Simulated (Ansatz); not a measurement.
# TiAl2 under pressure: fit and missing row

TiAl2, Cmmm, a = 3.913 Å, b = 12.068 Å, c = 3.993 Å. The structure is a COD entry; whether it is the stable form wasn't checked. Ansatz: r2SCAN, PAW, 500 eV, Γ-centred 10×10×10 mesh on 6 atoms, Gaussian smearing 0.10 eV; no spin polarisation. Cell and atoms are relaxed at each pressure, and no other structure is tried, so the rows at high pressure may lie past a change of phase.

| V (Å³/atom) | P (GPa) |
| --- | --- |
| ? | 60.00 |
| 13.125 | 30.00 |
| 14.159 | 15.01 |
| 14.790 | 8.01 |
| 15.336 | 3.00 |
| 15.714 | 0.00 |
| 16.143 | -2.99 |

**Question.** Take V0 = 15.714 Å³/atom, fit the third-order Birch–Murnaghan form to the other rows, and predict the missing volume.

**Answer.** With the Eulerian strain f = ½[(V0/V)^(2/3) − 1] and y = P/[3f(1 + 2f)^(5/2)], the form is the line y = B0 + 1.5 B0 (B0′ − 4) f. Rows (f, y): 0.06376, 116.2; 0.03597, 116.9; 0.02061, 117.1; 0.00818, 117.4; -0.00890, 117.1. Means f = 0.02392, y = 116.94; Σ(Δf)² = 0.003068, ΣΔfΔy = -0.04298; the slope is their ratio. y = 117.3 − 14.01 f GPa, so B0 = 117.3 GPa and B0′ = 4 + 2 × (-14.01)/(3 × 117.3) = 3.92. P = 60.00 GPa is met at f = 0.10655 (y = 115.81), so V = V0 (1 + 2f)^(−3/2) = 11.761 Å³/atom. The run gave 11.739 Å³/atom, so the fit is 0.022 Å³/atom too high, 0.5 % of the span of the series, against an rms of 0.002 Å³/atom on the fitted rows. The row lies outside the fitted range. A fourth-order term fitted to the same rows gives P = 59.65 GPa at this row's volume (the line 60.61, the run 60.00), which recovers part of the miss.